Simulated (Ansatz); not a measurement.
TaN: strain energy, fitted

TaN, P-6m2, a = 2.936 Å, c = 2.885 Å. This isn't the usual stable structure of the compound. Ansatz: r2SCAN, PAW, 500 eV, Γ-centred 24×24×18 mesh on 2 atoms, Gaussian smearing 0.10 eV; no spin polarisation. Series: biaxial strain in the a-b plane, c and atoms relaxed; x is the strain in per cent. y is the free energy over the unstrained cell, V0 = 10.768 Å³/atom.

| x (%) | y (meV/atom) |
| --- | --- |
| -4.5 | ? |
| -3.0 | 54.29 |
| -1.5 | 13.10 |
| 0.0 | 0.00 |
| 1.5 | 12.29 |
| 3.0 | 47.44 |
| 4.5 | 103.03 |

Fit y = c2 x² + c3 x³ to the other rows, turn c2 into a modulus, and predict the missing energy.

Least squares on the rows shown. y = 5.6530 x² − 0.12576 x³. In eV per unit strain² c2 is 56.53; M is the biaxial modulus (E = M V0 ε²): 56.53 × 160.2 / (10.768) = 841 GPa. At x = -4.5 the fit asked for gives 125.93 meV/atom. The run gave 126.38 meV/atom, so the fit is 0.45 meV/atom too low, 0.36 % of the span of the series, against an rms of 0.03 meV/atom on the fitted rows. The row lies outside the fitted range. With a term in x⁴ added, a fit to the same known rows predicts 126.15 meV/atom, which recovers part of the miss; the known rows don't hold the rest.

Spin–orbit coupling is left out, which can shift energies with elements as heavy as these.